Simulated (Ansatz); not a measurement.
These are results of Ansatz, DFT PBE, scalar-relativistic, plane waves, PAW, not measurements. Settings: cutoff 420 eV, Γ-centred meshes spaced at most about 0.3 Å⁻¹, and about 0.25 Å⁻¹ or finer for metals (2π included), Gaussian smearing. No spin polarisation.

Temperature and zero-point effects are left out.

Two forms of Hf4C were relaxed alike.

1.

Space group P-3m1 (No. 164). a = 3.248 Å, b = 3.248 Å, c = 10.364 Å, α = 90.00°, β = 90.00°, γ = 120.00°
| atom | site | symmetry | x | y | z |
| --- | --- | --- | --- | --- | --- |
| Hf | 2d | 3m. | 0.6667 | 0.3333 | 0.8758 |
| Hf | 2d | 3m. | 0.6667 | 0.3333 | 0.3820 |
| C | 1a | -3m. | 0.0000 | 0.0000 | 0.0000 |

2.

Space group I4/mmm (No. 139). a = 4.560 Å, b = 4.560 Å, c = 9.266 Å, α = 90.00°, β = 90.00°, γ = 90.00°
```
atom  site  symmetry       x       y       z
  Hf    4e       4mm  0.5000  0.5000  0.2600
  Hf    4c      mmm.  0.0000  0.5000  0.0000
   C    2a     4/mmm  0.0000  0.0000  0.0000
```

Task: Which form is favoured at zero pressure, and by what margin per atom?

Result: Cell 1 is lower, by 81 meV/atom. Cell 1 has space group P-3m1 (No. 164), 18.9 Å³/atom and no gap on its mesh; cell 2 has space group I4/mmm (No. 139), 19.3 Å³/atom and no gap. In cell 1, around Hf on its first site lie 3 C at 2.27 Å and 12 Hf at 3.19–3.26 Å; around Hf on its second site lie 12 Hf at 3.08–3.26 Å; around C lie 6 Hf at 2.27 Å. In cell 2, Hf on a site of symmetry 4mm is surrounded by 1 C at 2.22 Å and 12 Hf at 3.18–3.32 Å; Hf on a site of symmetry mmm has 2 C at 2.28 Å and 12 Hf at 3.18–3.32 Å; C is surrounded by 6 Hf at 2.22–2.28 Å. Both come from invented guesses.

These runs have no spin–orbit coupling, which can matter for Hf. Cells relaxed within their symmetry can be saddle points.
